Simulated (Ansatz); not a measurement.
**Reading a calculation: AgI**

Method: PBEsol, scalar-relativistic; no spin polarisation; PAW, 420 eV, 8×8×8 k-mesh, Gaussian smearing of 0.05 eV; code Ansatz. The datasets are Ansatz's generated set soft_2.

The chain of runs began from a cell as deposited in COD, expanded in volume. Of that entry: the entry's cell lengths or inner coordinates differ somewhat from later room-temperature determinations.

The relaxed structure (symmetry read at 0.01 Å). The structure is cubic, space group F-43m (No. 216). Conventional cell: a = 6.450 Å, b = 6.450 Å, c = 6.450 Å, α = 90.00°, β = 90.00°, γ = 90.00°. Around Ag (site symmetry -43m) lie 4 I at 2.79 Å. I (site symmetry -43m) is surrounded by 4 Ag at 2.79 Å. (Shells end 15 % past the nearest neighbour.)

Problem. Should it be a metal or an insulator?

Solution. Formal charges Ag⁺, I⁻ balance and leave closed shells on every ion, so a band insulator is expected, and the gap is 1.20 eV.

Problem. What kind of gap is it?

Solution. It is direct, 1.20 eV. Within 0.6 eV of the edges the projected states are 67 % I 5p at the top of the valence band and 71 % Ag 5s at the bottom of the conduction band. The valence edge mixes anion p with metal states, so the bond is partly covalent and the gap isn't a plain transfer from I to Ag.

Problem. What fixes the bond lengths?

Solution. Shannon's ionic radii give a check on the bond lengths: Ag⁺ with 4 neighbours 1.00 Å + I⁻ 2.20 Å (six-fold value) = 3.20 Å against a computed mean of 2.79 Å. The largest miss is -13 %; bonds shorter than the sum are usual where the bond is partly covalent, as with large, soft anions.

Problem. How stiff is it, in energy terms?

Solution. B0·V0 = 34.3 GPa × 33.55 Å³ = 7.18 eV/atom sets the scale: near the minimum ΔE ≈ ½ B0 V0 x², with x = V/V0 − 1, and a pressure of 0.3 GPa squeezes the volume by about 1 %. At the ends of the curve: x = −4.0 % predicts 5.8 meV/atom and the run gives 6.3; x = +4.0 % predicts 5.7 meV/atom and the run gives 5.2. Compression costs more and expansion less than the parabola says, since the crystal stiffens as it shrinks; B0′ measures that.

Problem. Which Debye temperature follows from the elastic moduli?

Solution. K = 34 GPa and G = 6.5 GPa (Hill). With a density of 5.812 g/cm³ (mean mass 117.4 u, 33.54 Å³/atom), K = 34.3 and G = 6.50 GPa from the unrounded constants, v_l = √((K + 4G/3)/ρ) = 2720 m/s and v_t = √(G/ρ) = 1060 m/s. The mean [(1/v_l³ + 2/v_t³)/3]^(−1/3) is 1200 m/s, and θ_D = (ħ/k_B)(6π²/V)^(1/3) v_m ≈ 111 K, with V the volume an atom.

All results together:

- Volume: 33.54 Å³/atom
- Band gap: 1.20 eV
- Smallest direct gap: 1.20 eV
- Formation energy from the elements (0 K, uncorrected): -0.19 eV/atom
- Bulk modulus (Birch–Murnaghan): 34 GPa
- Pressure derivative B0′: 5.4
- Shear modulus (Hill): 6.5 GPa
- Young's modulus: 18.3 GPa
- Poisson's ratio: 0.41
- Elastically stable: yes

Semilocal functionals underestimate band gaps, commonly by a third or more. These numbers lack spin–orbit coupling.
